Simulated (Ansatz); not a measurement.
Calculated coordination and 17O quadrupole coupling for Ga2O3

Cell: a structure deposited in the COD whose atoms were relaxed with PBE, the cell held.

```
Ga O
1.0
     6.10700   -1.51855    0.00000
     6.10700    1.51855    0.00000
    -1.38599    0.00000    5.63001
Ga O
4 6
Direct
  0.09118 0.09118 0.79531
  0.90882 0.90882 0.20469
  0.65951 0.65951 0.31274
  0.34049 0.34049 0.68726
  0.16895 0.16895 0.10843
  0.83105 0.83105 0.89157
  0.17220 0.17220 0.56031
  0.82780 0.82780 0.43969
  0.49671 0.49671 0.25370
  0.50329 0.50329 0.74630
```

Atom numbers follow the list; atoms alike are taken as one site, whose name carries the number of the first.

All values are calculated (Ansatz; DFT, r2SCAN, plane waves and PAW, scalar-relativistic, 500 eV cutoff, Γ-centred 10×10×6 k-points, Fermi–Dirac smearing 0.02 eV), not measured.

Q(17O) = -25.58 mb.

(1) Order the O environments from the weakest to the strongest quadrupole coupling.
A. O9: 3 Ga at 1.84–1.94 Å
B. O7: 4 Ga at 1.87–2.07 Å
C. O5: 3 Ga at 1.84–1.95 Å

## Answers

(1) B (2.48 MHz, η = 0.01), C (5.00 MHz, η = 0.41), A (6.78 MHz, η = 0.06).

At O5 and O9 V_zz stands upright on the plane through its three neighbours (within 1°) in each case. At O7 V_zz points along its shortest bond, to Ga (within 5°). Like point charges on the first shell alone (each adding as 1/d³) would give the same order, so the shape of the shell goes a long way to explain it.
